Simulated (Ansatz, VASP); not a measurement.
**Pd (Pd wire along [110], 3 atoms a period): VASP beside Ansatz**

Aim: how closely do two programs agree when they are given the same cell, functional and k mesh? The structure shown is the end of the Ansatz relaxation below.

Method: plane waves, with VASP 6.6.1 beside it; single point at PBE, in Ansatz 0.2.0.

## 1. Set-up

The cell holds 3 atoms: 3 Pd. Its edges and angles: a = 8.770 Å, b = 9.586 Å, c = 2.594 Å, α = 90.0°, β = 90.0°, γ = 90.0°. Vacuum lies along a and b. The structure's axis is c.

## 2. Ansatz: relaxation, PBE

Ansatz runs on its default PAW (the set named soft_2) files.

This run makes the geometry at which the two programs are then compared.

input.yaml

```yaml
crystal:
  lattice:
    - [8.77, 0.0, 0.0]
    - [0.0, 9.586, 0.0]
    - [0.0, 0.0, 2.7860007179]
  atoms:
    - { symbol: Pd, position: [0.387685291, 0.645316161, 0.0], spin: 0.48 }
    - { symbol: Pd, position: [0.387685291, 0.354683914, 0.0], spin: 0.48 }
    - { symbol: Pd, position: [0.612314709, 0.500000037, 0.5], spin: 0.48 }
magnetization:
  spin_polarized: true
kpoints:
  mp_grid: { grid: [1, 1, 29] }
scf:
  occupations: { method: fermi_dirac, width: 0.05 }
hamiltonian:
  xc: pbe
relax:
  cell: { fix: [a, b, alpha, beta, gamma] }
  max_steps: 60
```

Command:

```bash
$ ansatz run input.yaml --threads 8 --pin off --max-ram 16384MiB --backend cpu --events-out ev --progress --plain --runs-dir out
```

Numbers of over 12 decimals in the logs are rounded to 6 here.

The program printed:

```text
Engine: ansatz 0.2.0, aarch64-unknown-linux-gnu
Pseudopotentials: kind: paw
Pseudopotential: Pd, paw, valence charge 18, recommended cutoff 420 eV (normal), Pd.paw.azcp
Functional definition: PBE
  parameter kappa = 0.804
  parameter beta = 0.066725
  exchange = pbe_x(kappa = kappa, mu = beta*pi^2/3)
  correlation = pbe_c(beta = beta)
Crystal: 3 atoms, lattice volume = 234.217 Å³
Basis set: ecut = 420 eV, 4625 PW (Γ), exchange–correlation on 120×144×40 points (8 copies of the dense FFT grid, shifted against one another)
Bands: 34, of which v1, the nominal top of the filled ones, is band 27 counted from 1 (26 counted from 0)
Symmetry: 4 space group operations
Space group: Pmm2 (ITA 25), of the structure as read, at distance tolerance 6.2e-5 Å
Magnetic group: BNS 25.57 (UNI 155), of the structure as read, at distance tolerance 6.2e-5 Å
k-points: 15 of 29
Non-local potential: Pd, projectors of the file, l = 0: 2, l = 1: 2, l = 2: 2, l = 3: 1
PAW form: soft (Blöchl's): semilocal exchange-correlation on the pseudo side does not see the compensation charge
PAW one-centre angular grid: Pd, 590 points (default); XC on 64 Gauss nodes
Initial density: superposition of atomic densities (neutral atoms: chi_scale 0, normalization atom)
Starting moments: Σ|m| = 1.44 μB on 3 of 3 sites
Initial wavefunctions: pseudopotential atomic-orbital guess
Functional: x = pbe(κ = 0.804, μ = 0.219515), c = pbe(β = 0.066725)
SCF iter   1: F=—  HF=-20916.573125 eV  |F-HF|=—  |Δ(HF+E_count)|=         —  Δρ=3.72e-2 (↑3.72e-2 ↓2.92e-2)  dr2=1.22e1  dr2_m=8.12e-2  M=0.990 μB ∫|m|=1.021 μB  β_m=0.30  ethr=3.10e-3  ⟨swp⟩=6.2  Hψ=4350  notcnv=0
preconditioner: auto → LDOS  [metal: Δε(μ)=0.017 eV  Ē_g=4.478 eV  σ=0.050 eV  W_gap=0.09  n_scr=30 (ndim 8)  ℏωp=13.3 eV  f_vac=0.670  D(μ)=7.69/eV (n_scr^D=50)]
spin=Collinear: LDOS preconditioning applied to the charge; magnetization (m = ρ↑ − ρ↓) channel mixes plain (no charge-response kernel on spin).
SCF iter   2: F=—  HF=-20914.750905 eV  |F-HF|=—  |Δ(HF+E_count)|=    1.82e0  Δρ=1.77e-2 (↑1.77e-2 ↓1.37e-2)  dr2=2.80e0  dr2_m=4.96e-2  M=0.894 μB ∫|m|=0.952 μB  β_m=0.30  ethr=3.10e-3  ⟨swp⟩=2.0  Hψ=1895  notcnv=0  defer=25
SCF iter   3: F=—  HF=-20914.315646 eV  |F-HF|=—  |Δ(HF+E_count)|=   4.35e-1  Δρ=7.15e-3 (↑6.59e-3 ↓7.15e-3)  dr2=4.68e-1  dr2_m=2.61e-2  M=0.887 μB ∫|m|=0.958 μB  β_m=0.30  ethr=3.10e-3  ⟨swp⟩=2.0  Hψ=1712  notcnv=0  defer=25
SCF iter   4: F=—  HF=-20914.267437 eV  |F-HF|=—  |Δ(HF+E_count)|=   4.82e-2  Δρ=3.50e-3 (↑2.75e-3 ↓3.50e-3)  dr2=3.36e-2  dr2_m=1.27e-2  M=0.916 μB ∫|m|=0.981 μB  β_m=1.00  ethr=8.66e-4  ⟨swp⟩=2.5  Hψ=1543  notcnv=0  defer=27
SCF iter   5: F=—  HF=-20914.280928 eV  |F-HF|=—  |Δ(HF+E_count)|=   1.35e-2  Δρ=1.27e-3 (↑9.95e-4 ↓1.27e-3)  dr2=1.35e-2  dr2_m=5.03e-4  M=0.902 μB ∫|m|=0.978 μB  β_m=0.30  ethr=6.22e-5  ⟨swp⟩=2.2  Hψ=1662  notcnv=0  defer=26
SCF iter   6: F=—  HF=-20914.286328 eV  |F-HF|=—  |Δ(HF+E_count)|=   5.40e-3  Δρ=7.30e-4 (↑7.30e-4 ↓6.89e-4)  dr2=2.01e-3  dr2_m=3.77e-4  M=0.897 μB ∫|m|=0.971 μB  β_m=0.30  ethr=2.49e-5  ⟨swp⟩=2.6  Hψ=1500  notcnv=0  defer=26
Mixer restart at iter 6: flushing history
spin-set hold released at iteration 6 (site moments contracting): the magnetisation degrees of freedom join the quasi-Newton model from the next iteration; the mixer history was flushed
SCF iter   7: F=—  HF=-20914.287005 eV  |F-HF|=—  |Δ(HF+E_count)|=   6.76e-4  Δρ=5.38e-4 (↑5.21e-4 ↓5.38e-4)  dr2=9.68e-4  dr2_m=2.86e-4  M=0.896 μB ∫|m|=0.969 μB  β_m=0.65  ethr=3.72e-6  ⟨swp⟩=1.1  Hψ=996  notcnv=0  defer=26
SCF iter   8: F=—  HF=-20914.288102 eV  |F-HF|=—  |Δ(HF+E_count)|=   1.10e-3  Δρ=2.03e-4 (↑2.03e-4 ↓1.88e-4)  dr2=1.16e-4  dr2_m=6.28e-5  M=0.888 μB ∫|m|=0.959 μB  β_m=0.70  ethr=1.79e-6  ⟨swp⟩=2.2  Hψ=1613  notcnv=0  defer=26
SCF iter   9: F=—  HF=-20914.288139 eV  |F-HF|=—  |Δ(HF+E_count)|=   3.72e-5  Δρ=9.30e-5 (↑8.74e-5 ↓9.30e-5)  dr2=2.15e-5  dr2_m=1.42e-5  M=0.885 μB ∫|m|=0.955 μB  β_m=0.85  ethr=2.15e-7  ⟨swp⟩=2.2  Hψ=1525  notcnv=0  defer=26
[...]
SCF iter  14: F=-20914.597034 eV  HF=-20914.597034 eV  |F-HF|=8.73e-11  |Δ(HF+E_count)|=   1.36e-9  Δρ=2.24e-7 (↑2.03e-7 ↓2.24e-7)  dr2=1.59e-10  dr2_m=2.24e-11  M=0.000 μB ∫|m|=0.000 μB  ethr=1.00e-12  ⟨swp⟩=1.0  Hψ=3243  notcnv=0
the starting moments were not kept: the SCF closed with an absolute magnetisation of 3.0e-5 μB, where they sum to 1.44 μB in size (3 sites). That is at most 0.1 of that sum. Measured as dr2_m measures the in/out step, that magnetisation stands 2.9e-10 eV from none, at or under the dr2_threshold of 1.5e-7 eV: it is no larger than a step whose dr2_m would equal this threshold.
SCF 5 converged in 14 iterations: F = -20914.597034 eV  dr2 = 1.59e-10
relax step   5: F+E_penalty+E_count = -20914.59703393 eV  Δ(F+E_penalty+E_count) = -1.546e-3 eV  max|allowed force component| = 4.734e-3 eV/Å  Δτ_max = 0.0128 Å  P = -0.052 GPa  Ω = 218.089 Å³  energy of the carried Pulay correction = +1.322e-3 eV  fix = [a, b, alpha, beta, gamma]  reactions: a -0.155, b -0.016 GPa  (14 SCF iters, dr2 threshold 1.50e-7 eV, accepted)
Basis set: ecut = 420 eV, 4297 PW (Γ), exchange–correlation on 120×144×36 points (8 copies of the dense FFT grid, shifted against one another)
Initial wavefunctions: pseudopotential atomic-orbital guess (no wavefunctions were taken with the density)
iter 1 solved again at ethr=6.75e-7 eV; its pass at ethr=3.10e-3 eV (dr2=3.65e-4 eV) is discarded
SCF iter   1: F=—  HF=-20914.594431 eV  |F-HF|=—  |Δ(HF+E_count)|=         —  Δρ=7.97e-5 (↑7.97e-5 ↓7.97e-5)  dr2=9.43e-6  dr2_m=2.20e-11  M=0.000 μB ∫|m|=0.000 μB  β_m=0.30  ethr=6.75e-7  ⟨swp⟩=3.3  Hψ=7154  notcnv=0
preconditioner: auto → LDOS  [metal: Δε(μ)=0.028 eV  Ē_g=5.782 eV  σ=0.050 eV  W_gap=0.14  n_scr=32 (ndim 8)  ℏωp=13.8 eV  f_vac=0.662  D(μ)=5.64/eV (n_scr^D=32)]
spin=Collinear: LDOS preconditioning applied to the charge; magnetization (m = ρ↑ − ρ↓) channel mixes plain (no charge-response kernel on spin).
SCF iter   2: F=—  HF=-20914.594432 eV  |F-HF|=—  |Δ(HF+E_count)|=   1.05e-6  Δρ=5.06e-5 (↑5.06e-5 ↓5.06e-5)  dr2=3.43e-6  dr2_m=1.86e-11  M=0.000 μB ∫|m|=0.000 μB  β_m=0.52  ethr=1.75e-8  ⟨swp⟩=2.0  Hψ=1440  notcnv=0
SCF iter   3: F=—  HF=-20914.594510 eV  |F-HF|=—  |Δ(HF+E_count)|=   7.75e-5  Δρ=1.06e-5 (↑1.06e-5 ↓1.06e-5)  dr2=1.68e-7  dr2_m=8.37e-12  M=0.000 μB ∫|m|=0.000 μB  β_m=0.57  ethr=6.35e-9  ⟨swp⟩=2.7  Hψ=1932  notcnv=0
SCF iter   4: F=—  HF=-20914.594510 eV  |F-HF|=—  |Δ(HF+E_count)|=   3.67e-7  Δρ=2.45e-6 (↑2.45e-6 ↓2.42e-6)  dr2=2.58e-8  dr2_m=4.91e-12  M=0.000 μB ∫|m|=0.000 μB  β_m=0.55  ethr=3.12e-10  ⟨swp⟩=2.9  Hψ=1882  notcnv=0
SCF iter   5: F=—  HF=-20914.594510 eV  |F-HF|=—  |Δ(HF+E_count)|=   2.47e-8  Δρ=9.88e-7 (↑9.88e-7 ↓9.71e-7)  dr2=5.44e-9  dr2_m=3.71e-12  M=0.000 μB ∫|m|=0.000 μB  β_m=0.57  ethr=4.78e-11  ⟨swp⟩=2.0  Hψ=1476  notcnv=0
SCF iter   6: F=—  HF=-20914.594510 eV  |F-HF|=—  |Δ(HF+E_count)|=   5.51e-9  Δρ=4.08e-7 (↑4.08e-7 ↓3.88e-7)  dr2=1.06e-9  dr2_m=2.64e-12  M=0.000 μB ∫|m|=0.000 μB  β_m=0.62  ethr=1.01e-11  ⟨swp⟩=2.0  Hψ=1472  notcnv=0
SCF iter   7: F=—  HF=-20914.594510 eV  |F-HF|=—  |Δ(HF+E_count)|=   1.89e-8  Δρ=1.11e-7 (↑1.11e-7 ↓8.25e-8)  dr2=1.57e-10  dr2_m=1.79e-12  M=0.000 μB ∫|m|=0.000 μB  β_m=0.62  ethr=1.96e-12  ⟨swp⟩=2.0  Hψ=1374  notcnv=0
SCF iter   8: F=-20914.594510 eV  HF=-20914.594510 eV  |F-HF|=1.46e-11  |Δ(HF+E_count)|=  1.53e-10  Δρ=4.35e-8 (↑4.35e-8 ↓4.03e-8)  dr2=1.65e-11  dr2_m=1.26e-12  M=0.000 μB ∫|m|=0.000 μB  ethr=1.00e-12  ⟨swp⟩=6.0  Hψ=4397  notcnv=0
the starting moments were not kept: the SCF closed with an absolute magnetisation of 2.0e-5 μB, where they sum to 1.44 μB in size (3 sites). That is at most 0.1 of that sum.
SCF 6 converged in 8 iterations: F = -20914.594510 eV  dr2 = 1.65e-11
relax step   6: F+E_penalty+E_count = -20914.59451027 eV  Δ(F+E_penalty+E_count) = +2.524e-3 eV  max|allowed force component| = 5.012e-3 eV/Å  Δτ_max = 0.0000 Å  P = -0.043 GPa  Ω = 218.089 Å³  fix = [a, b, alpha, beta, gamma]  reactions: a -0.152, b -0.011 GPa  stress off target by 3.39e-2 GPa on what of the cell is left free  SCF on the basis re-selected at this cell (its energy is not comparable with the rows above)  (8 SCF iters)
basis re-selected at this cell: Δ(F+E_penalty+E_count) = +2.524e-3 eV, ΔP = +0.009 GPa vs the last step (what re-selecting the basis moved, of the pressure what is left beyond the Pulay correction that the steps carried, after the strain that the cell walked since its last selection, with what the two solves' SCF thresholds leave and, on support functions, any second-order correction that the steps lacked; it is no measure of the basis error at this ecutwfc). The dense FFT grid was sized anew with the basis: this SCF ran on 60×72×18 points, the steps before it on 60×72×20, so part of this shift can come from that change (see relax.cell in the input reference). [rest of the remark cut]
SCF converged after 8 iterations
Magnetization: 0.0000 μB (27.0000 up, 27.0000 down)
Absolute magnetization: 0.0000 μB (∫|ρ↑−ρ↓|, with the PAW one-centre terms)
Spin contamination: 0.0000 ħ² per cell (⟨S²⟩ above its minimum at these occupations)
Per-site moments (μB) at R_I (Å): [(6.5080846482363245e-6, 1.065030), (6.508084648162262e-6, 1.065030), (4.886948029639257e-6, 1.070089)]
Free energy (F): -20914.594510 eV
Harris-Foulkes:  -20914.594510 eV  (|F-HF|=1.46e-11)
Internal energy: -20914.547127 eV  (E = F + TS)
E sigma→0 (E₀):  -20914.570819 eV
Entropy (-TS):   -0.047383 eV (-15.794 meV/atom)
Fermi energy:    0.310737 eV
--- Per-component energies (eV) ---
  E_band       = -1422.352942
  E_kinetic    = 1544.394943
  E_local      = -21590.889163  (includes V_loc(G=0)·N_el)
  E_nonlocal   = 656.501034
  E_hartree    = 9795.242941
  E_xc         = -501.205056
  E_vxc        = -627.826415  (∫ρ·V_xc dr)
  E_paw        = -11254.913927  (= ΣΔE_a)
  E_vpaw       = -995.019764  (= ΣTr[D̂ρ^β])
  E_aug_tail   = 0.000612  (compensation charges beyond the density's cutoff)
  E_ewald      = 436.321489
  E_smearing   = -0.047383  (= −TS)
  E_closure    = 0.000000  (closes the sum)
  Σ components = -20914.594510   (vs F -20914.594510, Δ=0.00e0)
--- Forces (eV/Å), atoms counted from 1 ---
  atom   1  Pd     0.00020174    -0.00501179     0.00000000
  atom   2  Pd     0.00020174     0.00501179     0.00000000
  atom   3  Pd    -0.00040308     0.00000000     0.00000000
  max |Σ_I F_I| component: 4.06e-7 eV/Å
--- Stress (GPa, compression-positive) ---
       -0.151865       0.000000       0.000000
        0.000000      -0.010877       0.000000
        0.000000       0.000000       0.033942
  P = ⅓ Tr σ = -0.0429 GPa (-0.429 kbar)
--- Relaxed structure (5 steps of the walk, 5 accepted, 1 SCFs on fresh bases) ---
  F+E_penalty+E_count = -20914.59451027 eV   max|allowed force component| = 5.012e-3 eV/Å   (the final SCF, on the basis selected at the relaxed cell)
  cell:  # Å, volume = 218.0886 Å³
    - [8.77, 0.0, 0.0]
    - [0.0, 9.586, 0.0]
    - [0.0, 0.0, 2.594155]
  atoms:
    - { symbol: Pd, position: [0.386207, 0.634670, 0.0] }
    - { symbol: Pd, position: [0.386207, 0.365330, 0.0] }
    - { symbol: Pd, position: [0.615272, 0.5, 0.5] }
```

Reading the cycles: dr2 is the Hartree energy of the density residual (eV), the measure of convergence; HF is the Harris–Foulkes estimate of the energy, which meets the free energy F at convergence.

(Part 1 of 2 ends here.)

[Lines on the potential files, build, host, timing and source positions are cut from VASP's logs without a mark.]

[Logs are printed without paths, hosts, clocks, repeated set-up lines and the standing remarks that a program may print on its own settings, such as how far it seeks lower states.]

[Hosts, paths, dates, database ids (printed as entryN), source tags and the programs' standing remarks are cut or masked in the printed files.]
